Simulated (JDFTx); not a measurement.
Ag:

```
CELL_PARAMETERS angstrom
0.00000 2.04275 2.04275
2.04275 0.00000 2.04275
2.04275 2.04275 0.00000
ATOMIC_POSITIONS crystal
Ag 0.00000 0.00000 0.00000
```

Base run:

| Property | Result |
| --- | --- |
| Program | JDFTx 1.7.0 (patched build) |
| Functional | PBE |
| Potentials or basis | PseudoDojo-SR-PBE-0.5-standard |
| Cutoff | 1116 eV |
| Density cutoff | 4463 eV |
| k mesh | 11 × 11 × 11 |
| Occupations | fermi-dirac, width 0.05 eV |
| Spin | no spin polarisation |

Its results: band gap on the k mesh none (metal or under the smearing width); pressure 4.3 GPa.

Problem. The run is repeated on the same cell with these changes: functional from PBE to PBEsol; potentials or basis from PseudoDojo-SR-PBE-0.5-standard to PseudoDojo-SR-PBEsol-0.4.1-standard with smoothed tails. What comes out?

Solution. Band gap on the k mesh none (metal or under the smearing width); pressure -3.1 GPa.

Not every run made on this cell is shown here.
